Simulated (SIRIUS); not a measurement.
The system is TiB2.

```
CELL_PARAMETERS angstrom
3.02920 0.00000 0.00000
-1.51460 2.62336 0.00000
0.00000 0.00000 3.22840
ATOMIC_POSITIONS crystal
Ti 0.00000 0.00000 0.00000
B 0.66667 0.33333 0.50000
B 0.33333 0.66667 0.50000
```

* Program: SIRIUS 7.10.0
* Task: relaxation of cell and atoms
* Functional: PBE
* Dispersion: D4
* Potentials or basis: PseudoDojo 0.4.1 PBE standard (scalar relativistic)
* Cutoff: 1152 eV
* Density cutoff: 4606 eV
* k mesh: 5 × 5 × 4
* Occupations: fermi-dirac, width 0.05 eV
* Spin: no spin polarisation

At the start: pressure -7.3 GPa; volume 8.55 Å³/atom.

Problem. Where does the relaxation end?

Solution. Over 5 steps the energy falls by 7.3 meV/atom and the volume is 8.30 Å³/atom (-3.0 %); space group P6/mmm (No. 191, to 0.05 Å).

Step by step:
```
step  energy change (eV)  largest force (eV/Å)  pressure (GPa)  volume (Å³)
   1              0.0000                0.0000           -7.26        25.66
   2             -0.0064                0.0000           -5.97        25.51
   3             -0.0207                0.0001            0.72        24.83
   4             -0.0210                0.0000            0.48        24.85
   5             -0.0219                0.0001           -0.15        24.89
```

Final structure:
```
Ti B
1.0
     3.01301    0.00001    0.00000
    -1.50650    2.60935    0.00000
     0.00000    0.00000    3.16603
Ti B
1 2
Direct
  0.00000 0.00000 0.00000
  0.66667 0.33333 0.50000
  0.33333 0.66667 0.50000
```

Caveat: the k mesh is coarse (spacing up to 0.49 Å⁻¹), so the values aren't converged; pairwise dispersion overbinds metals, which lowers pressure and volume.
